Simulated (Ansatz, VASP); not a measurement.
Two plane-wave programs on WS2

```xyz
6
Lattice="3.1541 0.0000 0.0000 -1.5770 2.7315 0.0000 0.0000 0.0000 12.1405" Properties=species:S:1:pos:R:3 pbc="T T T"
W     0.0000    1.8210    3.0351
W     1.5770    0.9105    9.1054
S     0.0000    1.8210    7.5307
S     1.5770    0.9105    1.4604
S     0.0000    1.8210   10.6801
S     1.5770    0.9105    4.6098
```

Alike in both runs: task single point; functional PBE; dispersion D3(BJ); k mesh 12 × 12 × 4; occupations gaussian, width 0.02 eV; no spin polarisation.

```csv
,VASP,Ansatz
version,VASP 6.6.1,Ansatz 0.2.0
potentials or method,"VASP PAW PBE potentials, release 64 (W_sv, S)","scalar-relativistic, plane waves, PAW"
plane-wave cutoff (eV),520,420
valence electrons in the cell,52,52
```

Ansatz gave:

```
gap on the k mesh at the Fermi level (eV) : 0.89
least direct gap on the mesh (eV)         : 1.83
pressure (GPa)                            : 0.0
```

**Question.** What did VASP give for the same quantities?

**Answer.** gap on the k mesh at the Fermi level (eV): 0.91; least direct gap on the mesh (eV): 1.83; pressure (GPa): 0.0.

Caveats: spin-orbit coupling is left out, which moves the levels of the heavy elements. A k mesh can miss the band edges.
